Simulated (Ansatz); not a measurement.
## H started midway between two neighbours in zincblende BN, 65 atoms, charge +1

All numbers come from Ansatz (PAW, plane waves, no spin–orbit coupling) at the single k point (¼, ¼, ¼) without its symmetry partners. The atoms were relaxed with PBEsol in a fixed cell; other functionals are single points on those atoms unless said otherwise. The valence top and gap of the host come from its small cell on a dense mesh, with the band extrema sought between the mesh points, lined up by the mean potential, PBEsol gap 4.30 eV, r²SCAN gap 5.01 eV. The charge correction uses an assumed dielectric constant of 7.1.

Cell: a = 7.212 Å, b = 7.212 Å, c = 7.212 Å, α = 90.00°, β = 90.00°, γ = 90.00°.

Nearest atoms after relaxation, from the placed atom (for vacancies from the middle of the vacant sites): N at 1.04 Å, B at 1.40 Å, N at 1.68 Å, B at 1.85 Å, B at 1.85 Å, N at 2.17 Å, N at 2.17 Å, B at 2.25 Å.

Chemical potentials μ are those of reference phases of the elements at zero temperature by the same functional (the usual solids, diamond for C, grey Sn, and the molecules H2, N2, O2, F2, Cl2, Br2 and S8).

```tsv
functional	E(defect) − E(host) − Σ nμ + q·E_VBM (eV)	monopole (eV)	alignment (eV)	formation energy at E_F = VBM (eV)	moment (μB)	wall time, shared host
PBEsol	1.49	0.40	-0.04	1.85	0 (no spin)	67 s on NVIDIA H100 (relaxation)
```

Problem. Estimate the formation energy and moment that r²SCAN gives on these atoms.

Solution. 1.91 eV at E_F = VBM (1.55 eV before the monopole term 0.40 eV and the alignment -0.04 eV), moment 0 (no spin).

Problem. How does the monopole term follow by hand for this cubic cell?

Solution. q²·α·e²/(4πε₀)/(2εL) with the Madelung constant α = 2.837 and e²/4πε₀ = 14.40 eV·Å: 1 × 2.837 × 14.40 / (2 × 7.1 × 7.212) = 0.40 eV.

r²SCAN one-electron levels near the gap (the ten most localised at most), from the host's valence top, not corrected for the charge's images:

| level (eV) | spin | filling | atoms sharing it | element of the atom with most weight |
| --- | --- | --- | --- | --- |
| 5.00 | both | 0.00 | 8.2 | B |

All elements are taken at their own reference at once; growth conditions in equilibrium with the host shift these energies, by up to the host's formation enthalpy.

One k point and a cell of this size can leave errors of several tenths of an eV in such numbers.
